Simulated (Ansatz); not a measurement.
BeO:
```yaml
crystal:
  lattice:
    - [2.68838, 0.00000, 0.00000]
    - [-1.34419, 2.32821, 0.00000]
    - [0.00000, 0.00000, 13.14704]
  atoms:
    - { symbol: Be, position: [0.00000, 0.00000, 0.99967] }
    - { symbol: Be, position: [0.00000, 0.00000, 0.49967] }
    - { symbol: Be, position: [0.66667, 0.33333, 0.83347] }
    - { symbol: Be, position: [0.33333, 0.66667, 0.33347] }
    - { symbol: Be, position: [0.66667, 0.33333, 0.16664] }
    - { symbol: Be, position: [0.33333, 0.66667, 0.66664] }
    - { symbol: O, position: [0.00000, 0.00000, 0.87460] }
    - { symbol: O, position: [0.00000, 0.00000, 0.37460] }
    - { symbol: O, position: [0.66667, 0.33333, 0.70806] }
    - { symbol: O, position: [0.33333, 0.66667, 0.20806] }
    - { symbol: O, position: [0.66667, 0.33333, 0.04126] }
    - { symbol: O, position: [0.33333, 0.66667, 0.54126] }
```

Relaxed with PBEsol. Special points in fractions of this cell's reciprocal vectors: Γ (0.000, 0.000, 0.000); M (0.500, 0.000, 0.000); K (0.333, 0.333, 0.000); A (0.000, 0.000, 0.500); L (0.500, 0.000, 0.500); H (0.333, 0.333, 0.500).

Task: List the band energies nearest the valence-band maximum at these points for the program Ansatz at the PBEsol level (PAW).

Result: In eV from the valence-band maximum; about four levels below and three above (degenerate sets whole), none deeper than 8.9 eV; points with the same levels are listed once.

| k | below | above |
|---|---|---|
| Γ | -0.25 -0.25 -0.01 -0.01 0.00 | 7.47 8.61 8.72 |
| M | -1.41 -1.39 -1.14 -0.90 | 7.29 7.79 9.31 |
| K | -2.19 -1.72 -1.56 -1.56 | 9.75 9.75 10.12 |
| A | -0.08 -0.08 -0.08 -0.08 | 7.83 7.83 9.65 9.65 |
| L | -1.26 -1.26 -1.04 -1.04 | 7.50 7.50 9.54 9.54 |
| H | -1.92 -1.92 -1.62 -1.62 | 9.79 9.79 10.34 10.34 |

Space group P6_3mc. The cell is a constructed one: a structure type filled with these elements. Its sites differ from those of the usual phase in this space group: another stacking or structure type. The PBEsol relaxation kept the symmetry of its start; of distortions, only those at the zone centre were tested.

Potentials: the later of the program's two PAW sets.
